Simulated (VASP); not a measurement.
These are RPA correlation on PBE orbitals, VASP's PBE PAW potentials (set 64) (plane waves; VASP) values and carry that method's errors.

A VASP calculation is set up with these files.

### INCAR
```
SYSTEM = AlSb
PREC = Normal; ENCUT = 350; LREAL = .FALSE.
LASPH = .TRUE.; NBANDS = 878
ALGO = ACFDT
ISMEAR = 0; SIGMA = 0.01
GGA = PE
LWAVE = .FALSE.; LCHARG = .FALSE.
NOMEGA = 12; ENCUTGW = 220
```

POSCAR:
```
AlSb
1.0
  0.0000000000   3.0700000000   3.0700000000
  3.0700000000   0.0000000000   3.0700000000
  3.0700000000   3.0700000000   0.0000000000
Al Sb
1 1
Direct
  0.0000000000   0.0000000000   0.0000000000
  0.2500000000   0.2500000000   0.2500000000
```

**KPOINTS**
```
Regular mesh
0
Gamma
4 4 4
0 0 0
```

POTCAR, in this order: Al_GW Sb_d_GW (PBE.64 set). Program: vasp_std. Read from the step before: WAVECAR, WAVEDER.

What VASP printed:

OSZICAR:
```
energies w=
    0.000    0.291    0.000    0.947    0.000    1.855    0.000    3.280
    0.000    5.674    0.000    9.853    0.000   17.350    0.000   31.146
    0.000   57.262    0.000  108.731    0.000  219.180    0.000  536.071
NQ=   1    0.0000    0.0000    0.0000,
 performed       5921000 updates of chi_q(r,r)
NQ=   2    0.2500    0.0000    0.0000,
 performed      11842000 updates of chi_q(r,r)
NQ=   3    0.5000    0.0000    0.0000,
 performed      17763000 updates of chi_q(r,r)
NQ=   4    0.2500    0.2500    0.0000,
 performed      23684000 updates of chi_q(r,r)
NQ=   5    0.5000    0.2500    0.0000,
 performed      29605000 updates of chi_q(r,r)
NQ=   6   -0.2500    0.2500    0.0000,
 performed      35526000 updates of chi_q(r,r)
NQ=   7    0.5000    0.5000    0.0000,
 performed      41447000 updates of chi_q(r,r)
NQ=   8   -0.2500    0.5000    0.2500,
 performed      47368000 updates of chi_q(r,r)
```

**OUTCAR**
```


      cutoff energy     smooth cutoff   RPA   correlation   Hartree contr. to MP2
---------------------------------------------------------------------------------
            220.000           176.000      -21.4334397277      -34.0688615017
            209.524           167.619      -21.3060833980      -33.9001546703
            199.547           159.637      -21.1678331470      -33.7156353677
            190.044           152.035      -21.0166829219      -33.5126142067
            180.995           144.796      -20.8547100990      -33.2939713098
            172.376           137.901      -20.6784570878      -33.0551424608
            164.167           131.334      -20.4912147499      -32.8007395572
            156.350           125.080      -20.2903988283      -32.5273182844
  linear regression
  converged value                          -23.1475705832      -36.3855039483
```
(Selected blocks of OUTCAR.)

The mesh is coarse, so the correlation energy is not converged in k-points.

The compound is AlSb in the zinc blende structure. The cell was not relaxed at this level. The k-mesh is coarse (spacing up to 0.44 per Å, 2π included), so the numbers may not be converged in it.
